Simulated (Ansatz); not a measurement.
The system is TePb.

```xyz
2
Lattice="0.0000 3.2310 3.2310 3.2310 0.0000 3.2310 3.2310 3.2310 0.0000" Properties=species:S:1:pos:R:3 pbc="T T T"
Pb    0.0000    0.0000    0.0000
Te    3.2310    3.2310    3.2310
```

Base run:

- Program: Ansatz 0.2.0
- Functional: PBE
- Potentials or basis: Ansatz PAW
- Cutoff: 420 eV (not typed: the program's choice for these potentials)
- k mesh: 5 × 5 × 5
- Occupations: fermi-dirac, width 0.05 eV
- Spin: spin-orbit coupling, no magnetisation

Its results: pressure 1.9 GPa.

Problem. The run is repeated on the same cell with these changes: functional from PBE to LDA. What comes out?

Solution. Pressure -2.0 GPa.

LDA binds more tightly than PBE, so the same cell stands under less pressure.

Caveats: the PAW data sets come from PBE, with cores solved anew for the run's functional, which leaves a small shift of forces and pressure (some runs).
